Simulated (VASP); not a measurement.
# PbO (P4/nmm) in VASP: band structure with PBE+D3(BJ)

Aim: the band structure of PbO with PBE+D3(BJ).

All numbers are computed with VASP 6.6.1; they aren't measurements. Logs are shortened: lines on timing, memory, paths and dates and some standing lists are left out, and cuts for length are marked.

## Step 1: The structure

Symmetry: P4/nmm, No. 129, tetragonal system. Conventional cell: a = 4.034 Å, b = 4.034 Å, c = 4.945 Å, α = 90.00°, β = 90.00°, γ = 90.00°. Pb (site symmetry 4mm) has 4 O at 2.34 Å as nearest neighbours. Around O (site symmetry -4m2) lie 4 Pb at 2.34 Å.

## Step 2: Band structure, PBE+D3(BJ)

POSCAR

```
PbO                                     
1.0
    4.0343440079      0.0000000000      0.0000000000
    0.0000000000      4.0343440079      0.0000000000
    0.0000000000     -0.0000000000      4.9445729459
  Pb              O             
     2     2
Direct
     0.0000000000000000    0.5000000000000000    0.2401660732374146
     0.5000000000000000    0.0000000000000000    0.7598339267625855
     0.0000000000000000    0.0000000000000000    0.0000000000000000
     0.5000000000000000    0.5000000000000000    0.0000000000000000
```

INCAR.step1

```
SYSTEM = PbO
PREC = Accurate
ENCUT = 900
EDIFF = 1E-7
ISMEAR = 0
SIGMA = 0.02
LREAL = .False.
LASPH = .True.
NELM = 80
ALGO = Normal
ISIF = 2
LWAVE = .False.
LCHARG = .True.
GGA = PE
IVDW = 12
NBANDS = 28
```

KPOINTS.step1

```
regular mesh
0
Gamma
  8 8 6
  0 0 0
```

INCAR.step2

```
SYSTEM = PbO
PREC = Accurate
ENCUT = 900
EDIFF = 1E-7
ISMEAR = 0
SIGMA = 0.05
LREAL = .False.
LASPH = .True.
NELM = 80
ALGO = Normal
ISIF = 2
LWAVE = .False.
LCHARG = .False.
GGA = PE
IVDW = 12
NBANDS = 28
ICHARG = 11
```

KPOINTS.step2

```
path GXMGZRAZ,XR,MA
10
line-mode
reciprocal
 0.0000000000  0.0000000000  0.0000000000  G
 0.0000000000  0.5000000000  0.0000000000  X

 0.0000000000  0.5000000000  0.0000000000  X
 0.5000000000  0.5000000000  0.0000000000  M

 0.5000000000  0.5000000000  0.0000000000  M
 0.0000000000  0.0000000000  0.0000000000  G

 0.0000000000  0.0000000000  0.0000000000  G
 0.0000000000  0.0000000000  0.5000000000  Z

 0.0000000000  0.0000000000  0.5000000000  Z
 0.0000000000  0.5000000000  0.5000000000  R

 0.0000000000  0.5000000000  0.5000000000  R
 0.5000000000  0.5000000000  0.5000000000  A

 0.5000000000  0.5000000000  0.5000000000  A
 0.0000000000  0.0000000000  0.5000000000  Z

 0.0000000000  0.5000000000  0.0000000000  X
 0.0000000000  0.5000000000  0.5000000000  R

 0.5000000000  0.5000000000  0.0000000000  M
 0.5000000000  0.5000000000  0.5000000000  A
```

Potentials or basis: VASP PAW PBE potentials, release 64 (Pb_d, O_h).

Launch:

```bash
> cat potpaw_PBE.64/Pb_d/POTCAR potpaw_PBE.64/O_h/POTCAR > POTCAR
> cp INCAR.step1 INCAR
> cp KPOINTS.step1 KPOINTS
> mpirun -np 1 vasp_std > vasp.out
> cp INCAR.step2 INCAR
> cp KPOINTS.step2 KPOINTS
> mpirun -np 1 vasp_std > vasp.out
```

OUTCAR:

```text
SYSTEM = PbO
   PREC = Accurate
   ENCUT = 900
   EDIFF = 1E-7
   ISMEAR = 0
   LREAL = .False.
   LASPH = .True.
   NELM = 80
   ISIF = 2
   GGA = PE
   IVDW = 12
   ICHARG = 11
 IVDW          = 12

 ion  position               nearest neighbor table
   1  0.000  0.500  0.240-   3 2.34   4 2.34   3 2.34   4 2.34   2 3.71   2 3.71   2 3.71   2 3.71
                             2 3.84   2 3.84   2 3.84   2 3.84
   2  0.500  0.000  0.760-   3 2.34   4 2.34   4 2.34   3 2.34   1 3.71   1 3.71   1 3.71   1 3.71
                             1 3.84   1 3.84   1 3.84   1 3.84
   3  0.000  0.000  0.000-   1 2.34   2 2.34   1 2.34   2 2.34
   4  0.500  0.500  0.000-   1 2.34   2 2.34   2 2.34   1 2.34

  LATTYP: Found a simple tetragonal cell.
 ALAT       =     4.0343440079
 C/A-ratio  =     1.2256200602

  Lattice vectors:

 A1 = (   4.0343440079,   0.0000000000,   0.0000000000)
 A2 = (   0.0000000000,   4.0343440079,   0.0000000000)
 A3 = (   0.0000000000,   0.0000000000,   4.9445729459)

Analysis of symmetry for initial positions (statically):
=====================================================================
 Subroutine PRICEL returns:
 Original cell was already a primitive cell.

 Routine SETGRP: Setting up the symmetry group for a
 simple tetragonal supercell.

 Subroutine GETGRP returns: Found 16 space group operations
 (whereof  8 operations were pure point group operations)
 out of a pool of 16 trial point group operations.

The static configuration has the point symmetry D_2d.
 The point group associated with its full space group is D_4h.

Analysis of symmetry for dynamics (positions and initial velocities):
=====================================================================
 Subroutine PRICEL returns:
 Original cell was already a primitive cell.

 Routine SETGRP: Setting up the symmetry group for a
 simple tetragonal supercell.

 Subroutine GETGRP returns: Found 16 space group operations
 (whereof  8 operations were pure point group operations)
 out of a pool of 16 trial point group operations.

The dynamic configuration has the point symmetry D_2d.
 The point group associated with its full space group is D_4h.

 Subroutine INISYM returns: Found 16 space group operations
 (whereof  8 operations are pure point group operations),
 and found     1 'primitive' translations

----------------------------------------------------------------------------------------

                                     Primitive cell

  volume of cell :      80.4775

  direct lattice vectors                    reciprocal lattice vectors
     4.034344008  0.000000000  0.000000000     0.247871772  0.000000000  0.000000000
     0.000000000  4.034344008  0.000000000     0.000000000  0.247871772  0.000000000
[... 89 lines left out ...]
   ISYM   =      2    0-nonsym 1-usesym 2-fastsym
   POTIM  = 0.5000    time-step for ionic-motion
   TEBEG  =    0.0;   TEEND  =   0.0 temperature during run
   PSTRESS=    0.0 pullay stress
   NELECT =      40.0000    total number of electrons
   NUPDOWN=      -1.0000    fix difference up-down
   EMIN   =  10.00;   EMAX   =-10.00  energy-range for DOS
   EFERMI =   0.00;   METHOD = LEGACY
   ISMEAR =     0;   SIGMA  =   0.05  broadening in eV -4-tet -1-fermi 0-gaus
   EFERMI_NEDOS =   21; number of points for ismear=-14 and -15
   IALGO  =     38    algorithm
   IMIX   =      4    mixing-type and parameters
     AMIX     =   0.40;   BMIX     =  1.00
     AMIX_MAG =   1.60;   BMIX_MAG =  1.00
  volume/ion in A,a.u.               =      20.12       135.77
  Fermi-wavevector in a.u.,A,eV,Ry     =   1.296791  2.450579 22.880463  1.681667
  Thomas-Fermi vector in A             =   2.428225
   LORBIT       =      0    0 simple, 1 ext, 2 COOP (PROOUT), +10 PAW based schemes
   GGA     = PE    functional components
   LHFCALC =     F    Hartree Fock is set to
   AEXX    =    0.0000 exact exchange contribution
   IVDW    =    12    specifies the selected vdW correction
   LEPSILON=     F    determine dielectric tensor
   LRPA    =     F    only Hartree local field effects (RPA)
 non-spin polarized calculation
 Gauss-broadening in eV      SIGMA  =   0.05
  energy-cutoff  :      900.00
  volume of cell :       80.48
 maximum number of plane-waves:      4966
 NGX is ok and might be reduce to    40

 number of electron      40.0000001 magnetization

 Free energy of the ion-electron system (eV)
  ---------------------------------------------------
  ext. energy  EPLUGINS =         0.00000000
  ---------------------------------------------------
  free energy    TOTEN  =       -21.10623222 eV

  energy without entropy =      -21.10623222  energy(sigma->0) =      -21.10623222

 E-fermi :   5.3699     XC(G=0):  -9.7908

 val. band max:        5.0936742406   @ k =   0.0000   0.1111   0.0000
 cond. band min:       6.3252096599   @ k =   0.5000   0.5000   0.0000
 fundamental gap:      1.2315354193
 Fermi energy:         5.3698512372

 k-point     1 :       0.0000    0.0000    0.0000
  band No.  band energies     occupation
      1     -12.9741      2.00000
      2     -12.5371      2.00000
      3     -10.8406      2.00000
      4     -10.8406      2.00000
      5     -10.7890      2.00000
      6     -10.7510      2.00000
[... 733 lines left out ...]
     27      13.2134      0.00000
     28      14.1912      0.00000

 [... further k-points ...]

------------------------ aborting loop because EDIFF is reached ----------------------------------------

 Edisp (eV)   -0.94356

 E8    (eV) :    -0.4326

  FORCE on cell =-STRESS in cart. coord.  units (eV):
  Direction    XX          YY          ZZ          XY          YZ          ZX
  --------------------------------------------------------------------------------------
  -------------------------------------------------------------------------------------
  Total       1.91842     1.91842     1.77088     0.00000     0.00000     0.00000
  in kB      38.19255    38.19255    35.25540     0.00000     0.00000     0.00000
  external pressure =       37.21 kB  Pullay stress =        0.00 kB

 VOLUME and BASIS-vectors are now :
 -----------------------------------------------------------------------------
  energy-cutoff  :      900.00
  volume of cell :       80.48
      direct lattice vectors                 reciprocal lattice vectors
     4.034344008  0.000000000  0.000000000     0.247871772  0.000000000  0.000000000
     0.000000000  4.034344008  0.000000000     0.000000000  0.247871772  0.000000000
     0.000000000  0.000000000  4.944572946     0.000000000  0.000000000  0.202241935

 POSITION                                       TOTAL-FORCE (eV/Angst)
 -----------------------------------------------------------------------------------
      0.00000      2.01717      1.18752        -0.000000      0.000000     -0.193782
      2.01717      0.00000      3.75705         0.000000      0.000000      0.193782
      0.00000      0.00000      0.00000        -0.000000      0.000000      0.000000
      2.01717      2.01717      0.00000        -0.000000      0.000000      0.000000
 -----------------------------------------------------------------------------------
    total drift:                                0.000000      0.000000     -0.000000

  FREE ENERGIE OF THE ION-ELECTRON SYSTEM (eV)
  ---------------------------------------------------
  free  energy   TOTEN  =       -22.0497971399 eV

  energy  without entropy=      -22.0497971399  energy(sigma->0) =      -22.04979714
```

OSZICAR.step1:

```text
N       E                     dE             d eps       ncg     rms          rms(c)
DAV:   1     0.560706348016E+03    0.56071E+03   -0.26682E+04  3360   0.248E+03
DAV:   2     0.834235095980E+02   -0.47728E+03   -0.46194E+03  3396   0.571E+02
DAV:   3    -0.170081262419E+02   -0.10043E+03   -0.95864E+02  5116   0.215E+02
DAV:   4    -0.259527214805E+02   -0.89446E+01   -0.88875E+01  4464   0.598E+01
DAV:   5    -0.261136737319E+02   -0.16095E+00   -0.16084E+00  3792   0.908E+00    0.126E+01
DAV:   6    -0.216712670925E+02    0.44424E+01   -0.24082E+01  5376   0.379E+01    0.579E+00
DAV:   7    -0.214973285605E+02    0.17394E+00   -0.29421E+00  4176   0.121E+01    0.262E+00
DAV:   8    -0.214744388650E+02    0.22890E-01   -0.58790E-01  3676   0.530E+00    0.907E-01
DAV:   9    -0.214652043996E+02    0.92345E-02   -0.48935E-02  5036   0.196E+00    0.338E-01
DAV:  10    -0.214660424700E+02   -0.83807E-03   -0.12978E-02  3460   0.712E-01    0.554E-02
DAV:  11    -0.214662540816E+02   -0.21161E-03   -0.91141E-04  4540   0.184E-01    0.685E-02
DAV:  12    -0.214662017837E+02    0.52298E-04   -0.15418E-04  3916   0.953E-02    0.167E-02
DAV:  13    -0.214662004315E+02    0.13521E-05   -0.16360E-05  4648   0.254E-02    0.530E-03
DAV:  14    -0.214661997447E+02    0.68686E-06   -0.14012E-06  3564   0.123E-02    0.324E-03
DAV:  15    -0.214661993546E+02    0.39012E-06   -0.73324E-07  3900   0.899E-03    0.434E-04
DAV:  16    -0.214661993713E+02   -0.16724E-07   -0.12009E-07  2372   0.296E-03
   1 F= -.22409764E+02 E0= -.22409764E+02  d E =-.113439E-36
```

It took 8.7 min on 1 thread of AMD EPYC 7R43 (Zen 3), shared host; peak memory 0.48 GiB.

Results:

| Quantity | Value |
| --- | --- |
| Band gap on the k mesh | 1.23 eV, indirect (least direct gap 2.14 eV) |
| Band gap along the path | 1.23 eV, indirect (least direct gap 2.14 eV) |
| Dispersion energy per atom | -0.236 eV |

Levels at the corners of the path, in eV from the valence-band top:
```csv
point,band 16,band 17,band 18,band 19,band 20,band 21,band 22,band 23,band 24,band 25
Γ,-4.05,-1.53,-1.52,-1.52,-0.02,2.43,5.54,5.54,5.68,6.73
X,-2.94,-2.82,-2.82,-1.50,-1.50,3.46,3.46,6.58,6.58,6.63
X,-2.94,-2.82,-2.82,-1.50,-1.50,3.46,3.46,6.58,6.58,6.63
M,-3.14,-1.52,-1.52,-0.91,-0.91,1.23,1.23,5.37,5.37,8.02
M,-3.14,-1.52,-1.52,-0.91,-0.91,1.23,1.23,5.37,5.37,8.02
Γ,-4.05,-1.53,-1.52,-1.52,-0.02,2.43,5.54,5.54,5.68,6.73
Γ,-4.05,-1.53,-1.52,-1.52,-0.02,2.43,5.54,5.54,5.68,6.73
Z,-3.87,-1.59,-1.55,-1.55,-0.72,1.96,3.94,3.94,4.12,8.68
Z,-3.87,-1.59,-1.55,-1.55,-0.72,1.96,3.94,3.94,4.12,8.68
R,-3.48,-2.78,-2.78,-0.85,-0.85,3.17,3.17,6.20,6.20,7.37
R,-3.48,-2.78,-2.78,-0.85,-0.85,3.17,3.17,6.20,6.20,7.37
A,-3.65,-2.16,-2.16,-0.91,-0.91,3.53,3.53,4.89,4.89,5.72
A,-3.65,-2.16,-2.16,-0.91,-0.91,3.53,3.53,4.89,4.89,5.72
Z,-3.87,-1.59,-1.55,-1.55,-0.72,1.96,3.94,3.94,4.12,8.68
X,-2.94,-2.82,-2.82,-1.50,-1.50,3.46,3.46,6.58,6.58,6.63
R,-3.48,-2.78,-2.78,-0.85,-0.85,3.17,3.17,6.20,6.20,7.37
M,-3.14,-1.52,-1.52,-0.91,-0.91,1.23,1.23,5.37,5.37,8.02
A,-3.65,-2.16,-2.16,-0.91,-0.91,3.53,3.53,4.89,4.89,5.72
```

Caveat: the cutoff is under 1.25 times the usual one of these potentials, so pressure, stress and relaxed cells hold a basis-set (Pulay) error; the log is that of the step along the path at fixed density, whose energy, stress, charges and moments have no meaning; spin-orbit coupling is left out, which as a rule narrows the gap of such compounds by several tenths of an eV. Expect the measured gap to be larger: semilocal functionals such as PBE lack the derivative discontinuity.
